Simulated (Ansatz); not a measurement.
The system is TiO.

```xyz
2
Lattice="3.0310 0.0000 0.0000 -1.5155 2.6249 0.0000 0.0000 0.0000 3.2377" Properties=species:S:1:pos:R:3 pbc="T T T"
Ti    1.5155    0.8750    0.0000
O     0.0000    0.0000    1.6188
```

Base run:

```yaml
Program: Ansatz 0.2.0
Functional: PBEsol
Potentials_or_basis: Ansatz PAW
Cutoff: "420 eV (not typed: the program's choice for these potentials)"
k_mesh: 10 × 10 × 8
Occupations: fermi-dirac, width 0.05 eV
Spin: no spin polarisation
Hubbard_terms: Ti d U = 4 eV
```

Its results: band gap on the k mesh 0.25 eV, indirect (least direct gap 0.29 eV); pressure -36.3 GPa.

Question: The run is repeated on the same cell with these changes: hubbard terms from Ti d U = 4 eV to none; hubbard projectors from ortho-atomic (the default) to none. What comes out?

Answer: Band gap on the k mesh none (metal or under the smearing width); pressure -40.4 GPa.

The U term pushes filled and empty states of the shell apart.

Caveats: a pressure of tens of GPa on the cell as given is suspect, and the run, the potentials or the cell itself is likely at fault; the PAW data sets come from PBE, with cores solved anew for the run's functional, which leaves a small shift of forces and pressure; semilocal functionals often make such compounds metallic where correlation or magnetic order opens a gap, which also shifts bond lengths (some runs).

A k mesh can miss the band edges.
